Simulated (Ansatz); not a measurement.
`CB(F)BCl` + `CC(=O)O` → `CC(=O)OBCl` + `CBF` at 600 K and 1 bar (cleavage of the B–B bond).

Gas-phase electronic energies from Ansatz, PBE0-D4/def2-TZVP geometries. CCSD(T)/CBS adds triple-zeta CCSD(T) − MP2 to the extrapolated MP2 energy (def2 sets, frozen cores). This one scheme is used for every species. One conformer a species, not always the lowest.

```tsv
species	CCSD(T)/CBS energy (Eh)	H − E (kJ/mol)	S (J/(mol·K))
`CB(F)BCl`	-649.69946	204.9	433.7
`CC(=O)O`	-228.87529	204.1	348.2
`CC(=O)OBCl`	-713.52185	232.8	440.6
`CBF`	-165.10297	171.6	328.0
```

H − E and S are ideal-gas, rigid-rotor, harmonic terms from PBE0-D4/def2-TZVP, for one conformer and one mirror image of each species. 1 Eh = 2625.50 kJ/mol, R = 8.31446 J/(mol·K).

Question: By hand: ΔE, ΔH, ΔS and ΔG.

Answer: ΔE = (-713.52185) + (-165.10297) − (-649.69946) − (-228.87529) = -0.05007 Eh = -131.5 kJ/mol. Δ(H − E) = 232.8 + 171.6 − 204.9 − 204.1 = -4.6, so ΔH = -136.1 kJ/mol. ΔS = 440.6 + 328.0 − 433.7 − 348.2 = -13.3 J/(mol·K). ΔG = -136.1 − 600 × (-13.3)/1000 = -128.1 kJ/mol.

Question: By hand: the equilibrium constant, and the temperature at which ΔG would vanish if ΔH and ΔS stayed fixed.

Answer: log₁₀ K = −ΔG/(RT ln 10) = 11.2. ΔG = 0 at ΔH/ΔS = 10233 K, far beyond where these terms or the molecules hold.

The number of gas molecules stays the same, so ΔS is small and ΔH decides. A doubt of 5 kJ/mol in ΔE shifts log₁₀ K by 0.4 here. Other conformers and mirror images would add mixing entropy, several J/(mol·K) or more a flexible species. Modes under 60 cm⁻¹, often nearly free rotors, make the harmonic entropy too high. These are equilibria of isolated gas molecules and say nothing of rates. Largest T1 diagnostic: 0.015 (customary marks: 0.02 for closed shells, 0.045 for open ones).
